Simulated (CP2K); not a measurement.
# ZnSe (Stilleite) under changes of volume

One of the cells (22.757 Å³/atom); the others are scaled copies at fixed shape and fractional positions:

```
Se Zn
1.0
     4.00760    0.00000    0.00000
     2.00380    3.47068    0.00000
     2.00380    1.15689    3.27219
Se Zn
1 1
Direct
  0.75000 0.75000 0.75000
  0.00000 0.00000 0.00000
```

* Program: CP2K 2026.2
* Functional: LDA
* Potentials or basis: GTH_POTENTIALS Se GTH-PADE-q6, Zn GTH-PADE-q12; TZVP-MOLOPT-PBE-GTH basis
* Density cutoff: 6123 eV
* k mesh: 8 × 8 × 8
* Occupations: fermi-dirac, width 0.1 eV
* Spin: no spin polarisation

```csv
volume (Å³/atom),energy over the lowest point (meV/atom),pressure (GPa),gap on the mesh (eV)
21.391,0.71,1.1,1.25
21.846,0.00,-0.5,1.16
22.301,?,?,?
22.757,10.73,-3.2,0.99
23.212,21.29,-4.3,0.92
23.667,34.83,-5.2,0.84
24.122,50.99,-6.1,0.77
```

Q: What does the run at 22.301 Å³/atom give?

A: Energy over the lowest point 3.49 meV/atom; pressure -1.9 GPa; gap on the mesh 1.08 eV.

Worked out: A Birch-Murnaghan fit of order 3 (a polynomial in V^(-2/3)) to the other rows has its minimum at 21.69 Å³/atom with B0 = V·E''(V) = 73 GPa and B' = 4.5. It gives 3.48 meV/atom at 22.301 Å³/atom, against the run's 3.49, and -dE/dV = -1.9 GPa, against -1.9. A straight line through the other rows of the gap, of slope -3.99 eV per unit of ln V (its deformation potential), gives 1.08 eV, against the run's 1.08.

Energies are extrapolated to zero smearing.

Caveats: the basis of atomic orbitals isn't converged, which shifts pressures, moduli and gaps.

Spin-orbit coupling on Se is left out.
